How wrong does a calculated energy become when its electron waves are drawn too coarsely? For In3Se in the Cu3Au structure the error is known at nine wave cutoffs, and the question here is what it should be at two more, 200 and 460 eV. All errors are relative to a calculation at 850 eV with the same density functional.

Cutoff errors relative to 850 eV for Cu3Au-type In3Se (a = 4.804 Å), calculated with Ansatz 0.2.0 using PBE, scalar-relativistic PAW (soft_2 datasets) and no spin polarisation. All runs use a Gamma-centred 10×10×10 k mesh and 0.1 eV Gaussian smearing. Energies are taken at zero smearing; pressures are positive in compression and corrected for the finite cutoff.

| wave cutoff (eV) | energy less reference (meV/atom) | pressure less reference (GPa) | plane waves at gamma |
| --- | --- | --- | --- |
| 150 | 44600 | -25.4 | 461 |
| 200 | ? | ? | ? |
| 250 | 777 | -0.387 | 1021 |
| 300 | 55.8 | 0.073 | 1357 |
| 350 | 2.64 | 0.006 | 1647 |
| 380 | 1.71 | 0.006 | 1863 |
| 420 | 1.12 | 0.001 | 2109 |
| 460 | ? | ? | ? |
| 520 | 0.154 | 0 | 2945 |
| 600 | 0.082 | 0 | 3743 |
| 700 | 0.040 | 0 | 4697 |

The calculation builds every electron orbital from plane waves and discards those whose kinetic energy exceeds the cutoff. Broad, smooth orbitals need only long waves, but an orbital packed tightly round its atom needs short ones, and without them its energy comes out too high. The most compact orbital among the treated electrons therefore usually sets the cutoff for the whole crystal. Here that should be the 3d shell of selenium. The calculation treats 55 electrons in the cell, 13 for each indium atom and 16 for selenium, so the filled d shells of both elements are included, and selenium's 3d is held closer to its nucleus than indium's 4d. The table doesn't separate orbitals, but an error of tens of eV per atom at 150 eV is hard to blame on outer s and p electrons alone.

Once the cutoff reaches the short waves that such an orbital needs, the error collapses. From 300 to 350 eV it falls 21-fold, a steeper drop than in the 50 eV before. Beyond that only a small remainder is left, and it fades slowly: the next 30 eV reduce it by a factor of only 1.5. The two forecasts lie on either side of this change and need different reasoning.

For 200 eV a simple curve can describe the steepening fall. With the error $\Delta$ in meV/atom and the cutoff $E$ in eV, a least-squares fit to the rows at 150, 250 and 300 eV gives

$$\ln\Delta = 12.91 - 0.992\,(E/100)^2 .$$

The square is an empirical choice, not a derived law. At 200 eV the bracket squared is 4, so $\ln\Delta$ is about 8.94.

With unrounded coefficients the forecast is 7700 meV/atom, with a range from 5700 to 10400. A rival that lets the error shrink by the same factor for every added eV between 150 and 250 eV gives about 5900.

The pressure is a gentler test, because it has been corrected for the finite cutoff. The corrected value follows how the energy changes with volume at fixed cutoff. An error that belongs to a compact orbital travels with its atom and hardly notices the volume, so most of it drops out. Scaling the pressure error with the energy error, as the rows at 150 and 250 eV suggest, gives −4 GPa at 200 eV. The range is 7 GPa either way, since the sign changes by 300 eV and the correction itself is estimated at over 200 GPa, so that an error of only 3 % in it would shift the result by that much.

At 460 eV the fitted curve is useless: from 380 eV upwards it lies far below the computed errors. A different argument starts from the rule that a larger set of waves can't raise the energy if all else stays the same. In the known rows, each further eV of cutoff gains less than the one before. If that continues, the error must lie between 0.53 and 0.73 meV/atom.

The forecast is the middle, 0.63, with 0.18 either way in case the gains are uneven. Interpolating the logarithm between the neighbouring rows would give 0.51. For the pressure the forecast is 0.0005 GPa, give or take 0.001, which is no more than rounding.

The number of plane waves is a matter of geometry. In a cubic cell the allowed waves form a regular grid, and the cutoff draws a sphere round its centre. Counting the grid points inside gives 739 waves at 200 eV and 2517 at 460 eV.

The withheld rows as computed:

| wave cutoff (eV) | energy less reference (meV/atom) | pressure less reference (GPa) | plane waves at gamma |
| --- | --- | --- | --- |
| 200 | 6700 | -2.99 | 739 |
| 460 | 0.441 | 0 | 2517 |

Both counts are exact. At 200 eV the energy error is 6700 meV/atom, inside the range, but the fitted curve is 15 % too high and the rival 12 % too low. The fall does steepen between 150 and 250 eV, though less than the curve assumed. The pressure error of about −3 GPa also lies within its wide range, and at 460 eV it is zero to the printed digits, as forecast within rounding.

The energy at 460 eV is a miss: 0.44 meV/atom lies just below the range, and the logarithmic rival was closer. The rule of shrinking gains failed. Going from 380 to 420 eV lowers the error by 0.59 meV/atom, yet the next 40 eV lower it by 0.68. A possible reason is that the short-wave content of the smoothed orbitals used in such calculations can rise and fall with wavelength, so that some slices of the basis matter more than their neighbours. A finer density grid isn't the cause of the larger second gain, since the grid has 36 points along each cell edge at both 420 and 460 eV. The cutoff for the electron density does rise, because it is always four times that of the waves. This may add small shifts of its own, and the table can't separate them from the effect of the waves.

For this cell, every computed cutoff from 350 eV upwards keeps the energy error below 3 meV/atom and the pressure error below 0.01 GPa, although the program warns that 350 and 380 eV are below its recommended cutoff. The corrected pressure is already close at 300 eV, where the energy is still 56 meV/atom off, so a settled pressure is no sign of a settled energy. The forces can't serve as a test here either: symmetry keeps them at zero at any cutoff, and a distorted cell would need its own test.
